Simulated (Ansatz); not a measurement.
C: moving C off its site

C, P6_3/mmc, a = 2.518 Å, c = 8.305 Å. Ansatz: PBE, PAW, 420 eV, Γ-centred 12×12×4 mesh on 8 atoms, Gaussian smearing 0.05 eV; no spin polarisation.

```yaml
crystal:
  lattice:
    - [2.51802, 0.00000, 0.00000]
    - [-1.25901, 2.18067, 0.00000]
    - [0.00000, 0.00000, 8.30459]
  atoms:
    - { symbol: C, position: [0.00000, 0.00000, 0.09297] }
    - { symbol: C, position: [0.00000, 0.00000, 0.59297] }
    - { symbol: C, position: [0.00000, 0.00000, 0.40703] }
    - { symbol: C, position: [0.00000, 0.00000, 0.90703] }
    - { symbol: C, position: [0.33333, 0.66667, 0.15553] }
    - { symbol: C, position: [0.66667, 0.33333, 0.65553] }
    - { symbol: C, position: [0.33333, 0.66667, 0.34447] }
    - { symbol: C, position: [0.66667, 0.33333, 0.84447] }
```

Atom 1 (C) moves by x along the unit vector (-0.500, -0.866, 0.000), with its periodic images; all else is held. y is the free energy of the cell over the start, F the force along the path summed over the moved atoms. Symmetry makes y even in x.

```tsv
x (Å)	y (meV)	F (eV/Å)
-0.3000	?	?
-0.1500	419.8	5.58
0.0000	0.0	0.00
0.0375	26.3	-1.40
0.0750	105.2	-2.80
0.1125	236.5	-4.20
0.1875	654.5	-6.93
0.2250	939.4	-8.26
0.2625	1272.9	-9.52
```

**Question.** Fit y = c2 x² + c4 x⁴ to the energies of the other rows, give the force constant, and predict energy and force of the missing row.

**Answer.** Least squares on the rows shown. y = 18757 x² − 4093.1 x⁴. The force constant is 2 c2 = 37.5 eV/Å² (for all images moving together, not for a lone atom). The force −dy/dx at the missing row is 10.81 eV/Å (computed 10.69). At x = -0.3000 the fit asked for gives 1655.0 meV. The run gave 1652.4 meV, so the fit is 2.6 meV too high, a small miss on the scale of the series.